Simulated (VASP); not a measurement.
# Mg (Im-3m) in VASP: notebook, part 3 of 3

VASP 6.6.1. The steps go on from the part before.

**6. Single point, LDA**

The input, INCAR:

```
SYSTEM = Mg
PREC = Accurate ; ENCUT = 520
EDIFF = 1E-6 ; ISMEAR = 0
SIGMA = 0.02 ; LREAL = .FALSE.
LASPH = .TRUE. ; NELM = 80
ALGO = Normal ; ISIF = 2
LWAVE = .FALSE. ; LCHARG = .TRUE.
LELF = .TRUE. ; LVHAR = .TRUE.
```

The input, KPOINTS:

```
regular mesh
0
G
  11 11 11
  0 0 0
```

The input, POSCAR:

```
Mg
3.0705
   -0.577353687250      0.577353687250      0.577353687250
    0.577353687250     -0.577353687250      0.577353687250
    0.577353687250      0.577353687250     -0.577353687250
Mg
1
Direct
    0.0000000000      0.0000000000      0.0000000000
```

Potentials or basis: VASP PAW LDA potentials, release 54 (Mg).

Run with:

```bash
$ cat potpaw_LDA.54/Mg/POTCAR > POTCAR
$ mpirun -np 1 vasp_std > vasp.out
```

OUTCAR:

```text
SYSTEM = Mg
   PREC = Accurate
   ENCUT = 520
   EDIFF = 1E-6
   ISMEAR = 0
   LREAL = .FALSE.
   LASPH = .TRUE.
   NELM = 80
   ISIF = 2

 ion  position               nearest neighbor table
   1  0.000  0.000  0.000-

  LATTYP: Found a body centered cubic cell.
 ALAT       =     3.5455289934

  Lattice vectors:

 A1 = (  -1.7727644967,   1.7727644967,   1.7727644967)
 A2 = (   1.7727644967,  -1.7727644967,   1.7727644967)
 A3 = (   1.7727644967,   1.7727644967,  -1.7727644967)

Analysis of symmetry for initial positions (statically):
=====================================================================
 Subroutine PRICEL returns:
 Original cell was already a primitive cell.

 Routine SETGRP: Setting up the symmetry group for a
 body centered cubic supercell.

 Subroutine GETGRP returns: Found 48 space group operations
 (whereof 48 operations were pure point group operations)
 out of a pool of 48 trial point group operations.

The static configuration has the point symmetry O_h .

[... 155 lines left out ...]
  free energy    TOTEN  =        -1.78080121 eV

  energy without entropy =       -1.78063913  energy(sigma->0) =       -1.78072017

 E-fermi :   2.5948     XC(G=0):  -8.7801

 val. band max:        2.5852881643   @ k =   0.3636   0.1818   0.0909
 cond. band min:       2.7207165692   @ k =  -0.4545   0.4545   0.0909
 fundamental gap:      0.1354284049
 Fermi energy:         2.5948271190

 k-point     1 :       0.0000    0.0000    0.0000
  band No.  band energies     occupation
      1      -4.4199      2.00000
      2      15.7663      0.00000
      3      15.7663      0.00000
      4      15.7663      0.00000
      5      17.8689      0.00000
[... 177 lines left out ...]
 k-point    24 :       0.3636    0.1818    0.0909
  band No.  band energies     occupation
      1       1.9952      2.00000
      2       2.5853      1.50001
      3       6.3885      0.00000
      4       8.6830      0.00000
      5      18.3156      0.00000

 [... further k-points ...]

------------------------ aborting loop because EDIFF is reached ----------------------------------------

  FORCE on cell =-STRESS in cart. coord.  units (eV):
  Direction    XX          YY          ZZ          XY          YZ          ZX
  --------------------------------------------------------------------------------------
  -------------------------------------------------------------------------------------
  Total       -0.2276865     -0.2276865     -0.2276865      0.0000000      0.0000000      0.0000000
  in kB      -16.3694750    -16.3694750    -16.3694750      0.0000000      0.0000000      0.0000000
  external PRESSURE =     -16.3694750 kB  Pullay stress =       0.0000000 kB

 VOLUME and BASIS-vectors are now :
 -----------------------------------------------------------------------------
  energy-cutoff  :      520.00
  volume of cell :       22.29
      direct lattice vectors                 reciprocal lattice vectors
    -1.772764497  1.772764497  1.772764497     0.000000000  0.282045360  0.282045360
     1.772764497 -1.772764497  1.772764497     0.282045360  0.000000000  0.282045360
     1.772764497  1.772764497 -1.772764497     0.282045360  0.282045360  0.000000000

 POSITION                                       TOTAL-FORCE (eV/Angst)
 -----------------------------------------------------------------------------------
      0.00000      0.00000      0.00000         0.000000      0.000000     -0.000000
 -----------------------------------------------------------------------------------
    total drift:                                0.000000      0.000000      0.000000

  FREE ENERGIE OF THE ION-ELECTRON SYSTEM (eV)
  ---------------------------------------------------
  free  energy   TOTEN  =        -1.7808012113 eV

  energy  without entropy=       -1.7806391323  energy(sigma->0) =       -1.78072017
```

stdout:

```text
POSCAR found type information on POSCAR Mg
 POSCAR found :  1 types and       1 ions
 scaLAPACK will be used
 LDA part: xc-table for (Slater(with rela. corr.)+CA(PZ))
 , standard interpolation
 POSCAR, INCAR and KPOINTS ok, starting setup
 FFT: planning ... GRIDC
 FFT: planning ... GRID_SOFT
 FFT: planning ... GRID
 WAVECAR not read
 entering main loop
```

Run time: 7.4 s. Hardware: 1 thread of AMD EPYC 7R43 (Zen 3), shared host; peak memory 0.09 GiB.

What came out:

```yaml
Free_energy: -1.7808 eV
Pressure: -1.6 GPa
Band_gap_on_the_k_mesh: none (metal or under the smearing width)
```

Levels at points of the mesh, in eV from the Fermi level:
| k point | band 1 | band 2 | band 3 | band 4 |
| --- | --- | --- | --- | --- |
| (0.00, 0.00, 0.00) | -7.01 | 13.17 | 13.17 | 13.17 |

**7. For comparison**

An earlier run on the cell as given: functional PBE; potentials or basis VASP PAW PBE potentials, release 64 (Mg); cutoff 520 eV; k mesh 11 × 11 × 11; occupations fermi-dirac, width 0.05 eV; no spin polarisation.

* Pressure: 0.8 GPa
* Band gap on the k mesh: none (metal or under the smearing width)

**8. Overview**

| task | level | potentials or basis | cell | k mesh | cutoff (eV) | smearing | other keys | gap on the mesh (eV) | pressure (GPa) | relaxed volume (Å³/atom) |
| --- | --- | --- | --- | --- | --- | --- | --- | --- | --- | --- |
| single point | LDA | VASP PAW LDA potentials, release 64 (Mg) | as given | 11 × 11 × 11 | 520 | fermi-dirac 0.1 eV | - | none | -1.6 | - |
| relaxation of the atoms | optPBE-vdW | VASP PAW PBE potentials, release 64 (Mg) | atoms relaxed from: cell strained at random at fixed volume | 11 × 11 × 11 | 500 | gaussian 0.05 eV | - | none | 0.8 | - |
| relaxation of cell and atoms | r2SCAN+D4 | VASP PAW PBE potentials, release 64 (Mg) | relaxed | 8 × 8 × 8 | 600 | gaussian 0.1 eV | - | none | 0.0 | 22.25 |
| relaxation of cell and atoms | TPSS+D3(BJ) | VASP PAW PBE potentials, release 64 (Mg_sv_GW) | relaxed from: volume scaled by 1.15 | 11 × 11 × 11 | 680 | gaussian 0.05 eV | AMIX = 0.2; BMIX = 0.0001; AMIX_MAG = 0.8; BMIX_MAG = 0.0001 | none | 0.0 | 21.01 |
| single point | LDA | VASP PAW LDA potentials, release 54 (Mg) | as given | 11 × 11 × 11 | 520 | gaussian 0.02 eV | - | none | -1.6 | - |
| single point | PBE | VASP PAW PBE potentials, release 64 (Mg) | as given | 11 × 11 × 11 | 520 | fermi-dirac 0.05 eV | - | none | 0.8 | - |

Alike in all rows: no spin polarisation.

Caveats: the PAW data sets were made with another functional, which shifts forces and pressure a little (some runs); pairwise dispersion overbinds metals, which lowers pressure and volume (some runs); the relaxation stopped at its first step, so nothing moved (some runs).

Total energies depend on the potentials used, so only differences within one code and one set of settings carry meaning.
